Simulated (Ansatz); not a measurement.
**Os under changes of volume**

One of the cells (13.982 Å³/atom); the others are scaled copies at fixed shape and fractional positions:

```
Os
1.0
     2.73410    0.00000    0.00000
    -1.36705    2.36780    0.00000
     0.00000    0.00000    4.31970
Os
2
Cartesian
  1.3671 0.7893 3.2398
  0.0000 1.5785 1.0799
```

- Program: Ansatz 0.2.0
- Functional: PBEsol
- Dispersion: D3(BJ)
- Potentials or basis: Ansatz PAW
- Cutoff: 420 eV (not typed: the program's choice for these potentials)
- k mesh: 11 × 11 × 6
- Occupations: fermi-dirac, width 0.05 eV
- Spin: no spin polarisation

```csv
volume (Å³/atom),energy over the lowest point (meV/atom),pressure (GPa)
13.143,27.87,18.7
13.423,5.01,7.8
13.703,0.00,-1.8
13.982,10.87,-10.4
14.262,?,?
14.542,73.37,-24.7
14.821,122.00,-30.7
```

Question: What does the run at 14.262 Å³/atom give?

Answer: Energy over the lowest point 35.85 meV/atom; pressure -18.0 GPa.

Worked out: A Birch-Murnaghan fit of order 3 (a polynomial in V^(-2/3)) to the other rows has its minimum at 13.65 Å³/atom with B0 = V·E''(V) = 453 GPa and B' = 4.7 at fixed shape and positions, which overstates the stiffness. It gives 35.82 meV/atom at 14.262 Å³/atom, against the run's 35.85, and -dE/dV = -18.0 GPa, against -18.0.

Energies are extrapolated to zero smearing.

Caveats: pairwise dispersion overbinds metals, which lowers pressure and volume; the PAW data sets come from PBE, with cores solved anew for the run's functional, which leaves a small shift of forces and pressure.
